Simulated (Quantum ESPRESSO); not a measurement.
Ni:

```
Ni
1.0
     0.00000    1.73757    1.73757
     1.73757    0.00000    1.73757
     1.73757    1.73757    0.00000
Ni
1
Direct
  0.00000 0.00000 0.00000
```

Base run:

```yaml
Program: Quantum ESPRESSO 7.5
Functional: PBEsol
Potentials_or_basis: GBRV 1.5 PBEsol
Cutoff: 612 eV
Density_cutoff: 4898 eV
k_mesh: 11 × 11 × 11
Occupations: fermi-dirac, width 0.05 eV
Spin: no spin polarisation
```

Its results: band gap on the k mesh none (metal or under the smearing width); pressure -3.7 GPa.

**Question.** The run is repeated on the same cell with these changes: spin from no spin polarisation to collinear spin, ferromagnetic start. What comes out?

**Answer.** Band gap on the k mesh none (metal or under the smearing width); pressure -2.9 GPa; net moment 0.58 μB per cell; site moments Ni +0.62 μB.
